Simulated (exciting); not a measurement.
A run of exciting (release sodium) is set up as follows.

File input.xml:

```xml
<input>
  <title>Ta2N</title>
  <structure speciespath="./" tshift="false">
    <crystal scale="1">
      <basevect>5.882455710230 0.000000000000 0.000000000000</basevect>
      <basevect>-2.941227855115 5.094356081585 0.000000000000</basevect>
      <basevect>0.000000000000 0.000000000000 9.202665760474</basevect>
    </crystal>
    <species speciesfile="Ta.xml" rmt="2.29">
      <atom coord="0.333333333300 0.666666666700 0.254711000000"/>
      <atom coord="0.666666666700 0.333333333300 0.745289000000"/>
    </species>
    <species speciesfile="N.xml" rmt="1.45">
      <atom coord="0.000000000000 0.000000000000 0.000000000000"/>
    </species>
  </structure>
  <groundstate do="fromscratch" ngridk="10 10 6" rgkmax="7" gmaxvr="14" lmaxapw="10" lmaxmat="10" lmaxvr="8" xctype="GGA_PBE" stype="Fermi Dirac" swidth="0.00183747" nempty="20" ValenceRelativity="iora*" epsengy="1e-06" epspot="1e-06" maxscl="80" tforce="true" outputlevel="normal"/>
</input>
```

Potentials or basis: all-electron LAPW+lo, shipped species files, valence relativity iora*.

Launch:

```bash
$ OMP_NUM_THREADS=1 exciting_smp
```

Task: Predict the largest force.

Result: 0.041 eV/Å.

Task: What does it give for the band gap on the k mesh?

Result: None (metal or under the smearing width).

Forces in eV/Å, atoms in the order of the input:
```
Ta   0.000  0.000 -0.041
Ta   0.000  0.000  0.041
N    0.000  0.000  0.000
```

Caveat: the log's total energy holds no entropy term; the free energy is that total less TS from the occupations. Spin-orbit coupling is left out, which matters for the levels of Ta.
